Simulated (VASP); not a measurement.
**Results of a VASP single-point calculation on GaAs (strained zincblende)**

POSCAR

```
Ga As
 1.0000000000000000
     0.0000000000000000    2.7480925425999998    2.9045266156000000
     2.7480925425999998    0.0000000000000000    2.9045266156000000
     2.7480925425999998    2.7480925425999998    0.0000000000000000
 Ga  As
   1   1
Cartesian
  0.0000000000000000  0.0000000000000000  0.0000000000000000
  1.3740462712999997  1.3740462712999997  1.4522633077999998
```

```
gap between bands v and c : 1.09 eV
least direct gap          : 1.09 eV
```

Band v is the last that the valence electrons fill when counted band by band, and c is the next. Levels in eV from the top of v:

```csv
point,v−1,v,c,c+1
Γ,0.00,0.00,1.09,3.89
X,-2.73,-2.73,1.85,2.19
K,-4.24,-2.68,1.98,4.74
L,-1.60,-1.10,1.27,4.75
W,-3.88,-3.69,5.09,5.20
```

Problem. Which of these levels of theory gave these results?
A. PBE
B. HSE06
C. r²SCAN
D. PBE0
E. PBEsol
F. LDA
G. PBE with spin–orbit coupling

Solution. C.

The INCAR was:

```
ENCUT = 520
METAGGA = R2SCAN
SIGMA = 0.01
PREC = Accurate
ISIF = 2
LCHARG = .TRUE.
LREAL = .FALSE.
NSW = 0
LELF = .TRUE.
ALGO = Normal
LWAVE = .FALSE.
NELM = 120
LASPH = .TRUE.
EDIFF = 1E-7
NBANDS = 16
IBRION = -1
ISMEAR = 0
```
